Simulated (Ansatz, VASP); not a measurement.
**One calculation of Ba, two programs**

The input INCAR:

```
SYSTEM = Ba
ALGO = Fast ; EDIFF = 1E-6
ENCUT = 520 ; ISIF = 2
ISMEAR = 0 ; LASPH = .TRUE.
LCHARG = .FALSE. ; LREAL = .FALSE.
LWAVE = .FALSE. ; NBANDS = 11
NELM = 80 ; PREC = Accurate
SIGMA = 0.15
```

KPOINTS

```
k-points
0
G
  15 15 12
  0 0 0
```

Contents of POSCAR:

```
Ba
1.0
    3.9666846021      0.0000000000      0.0000000000
   -1.9833423011      3.4352496342      0.0000000000
    0.0000000000      0.0000000000      3.7568767680
Ba
1
Direct
    0.0000000000      0.0000000000      0.0000000000
```

Input for Ansatz:

```yaml
crystal:
  lattice:
    - [3.9666846021, 0.0, 0.0]
    - [-1.9833423011, 3.4352496342, 0.0]
    - [0.0, 0.0, 3.756876768]
  atoms:
    - { symbol: Ba, position: [0.0, 0.0, 0.0] }
basis:
  ecutwfc: 420
kpoints:
  mp_grid: { grid: [15, 15, 12] }
hamiltonian:
  xc: lda
scf:
  occupations: { method: gaussian, width: 0.15 }
output:
  forces: true
  stress: true
  eigenvalues: true
```

Change from the starting cell: strain -0.080 along x and y, -0.040 along z, atoms carried along.

Alike in both runs: task single point; functional LDA; k mesh 15 × 15 × 12; occupations gaussian, width 0.15 eV; no spin polarisation.

|  | VASP | Ansatz |
| --- | --- | --- |
| version | VASP 6.6.1 | Ansatz 0.2.0 |
| potentials or method | VASP PAW LDA potentials, release 64 (Ba_sv) | scalar-relativistic, plane waves, PAW |
| plane-wave cutoff (eV) | 520 | 420 |
| valence electrons in the cell | 10 | 10 |

|  | VASP | Ansatz | Ansatz less VASP |
| --- | --- | --- | --- |
| gap on the k mesh at the Fermi level (eV) | none | none | - |
| pressure (GPa) | 0.4 | 0.2 | -0.20 |
| largest component of the traceless stress (GPa) | 0.52 | 0.59 | +0.074 |

A gap of «none» marks a metal or a gap that the smearing closes.

The runs have no spin-orbit coupling, so splittings on Ba are missing.
